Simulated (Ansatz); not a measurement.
The system is SnTe.

```xyz
2
Lattice="0.0000 3.1509 3.1509 3.1509 0.0000 3.1509 3.1509 3.1509 0.0000" Properties=species:S:1:pos:R:3 pbc="T T T"
Te    3.1509    3.1509    3.1509
Sn    0.0000    0.0000    0.0000
```

```yaml
Program: Ansatz 0.2.0
Task: relaxation of cell and atoms
Functional: PBE
Potentials_or_basis: all-electron LAPW, scalar-relativistic
Basis_error_allowed: 0.001 eV/atom
k_mesh: 7 × 7 × 7
Occupations: fermi-dirac, width 0.05 eV
Spin: no spin polarisation
```

At the start: volume 31.28 Å³/atom.

Task: How do energy, volume and symmetry change on relaxing?

Result: Over 4 steps the energy falls by 10.6 meV/atom and the volume is 32.92 Å³/atom (+5.2 %); space group Fm-3m (No. 225, to 0.05 Å).

Step by step:
| step | energy change (eV) | largest force (eV/Å) | volume (Å³) |
| --- | --- | --- | --- |
| 1 | 0.0000 | 0.0000 | 62.56 |
| 2 | -0.0195 | 0.0000 | 66.72 |
| 3 | -0.0213 | 0.0000 | 65.83 |
| 4 | -0.0212 | 0.0000 | 65.83 |

Final structure:
```
CELL_PARAMETERS angstrom
0.00000 3.20484 3.20484
3.20484 0.00000 3.20484
3.20484 3.20484 0.00000
ATOMIC_POSITIONS crystal
Te 0.50000 0.50000 0.50000
Sn 0.00000 0.00000 0.00000
```
